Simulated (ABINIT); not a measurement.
# Pb in ABINIT: convergence with k mesh

Pb:

```
Pb
1.0
     3.48000    0.00000    0.00000
    -1.74000    3.01377    0.00000
     0.00000    0.00000    5.59000
Pb
2
Direct
  0.66667 0.33333 0.75000
  0.33333 0.66667 0.25000
```

This isn't the form of Pb at room conditions, which is fcc.

* Program: ABINIT 10.8.3 (patched build)
* Task: single point
* Functional: LDA
* Potentials or basis: JTH PAW LDA v2.0
* Cutoff: 599 eV
* k mesh: 2 × 2 × 1
* Occupations: gaussian, width 0.05 eV
* Spin: no spin polarisation

These are the settings of the first run; the series varies k mesh, with any setting tied to it.

Hardware: 1 thread of Arm Neoverse V1 (shared host).

```csv
k mesh,"energy less the tightest run, at zero smearing (meV/atom)",pressure (GPa),SCF cycles,CPU time (s),peak memory (GiB)
2 × 2 × 1,-324.86,1.43,12,2.8,0.09
3 × 3 × 2,-217.87,-2.69,11,7.2,0.09
4 × 4 × 2,152.41,-2.59,11,8.4,0.1
5 × 5 × 3,-11.57,0.05,11,12,0.1
7 × 7 × 4,-2.24,-0.86,11,28,0.11
8 × 8 × 4,14.05,-0.27,10,31,0.12
9 × 9 × 5,12.18,-0.56,12,45,0.13
11 × 11 × 6,-7.20,-0.80,11,73,0.16
14 × 14 × 8,0.00,-0.60,11,140,0.22
```

Not settled before the last step: the energy (to 1 meV/atom), the pressure (to 0.1 GPa). Meshes of other sizes hit other points, so gaps and Fermi surfaces needn't settle smoothly. The tightest run that finished is the yardstick and may itself not be fully converged.

Spin-orbit coupling is left out, which matters for the levels of Pb.
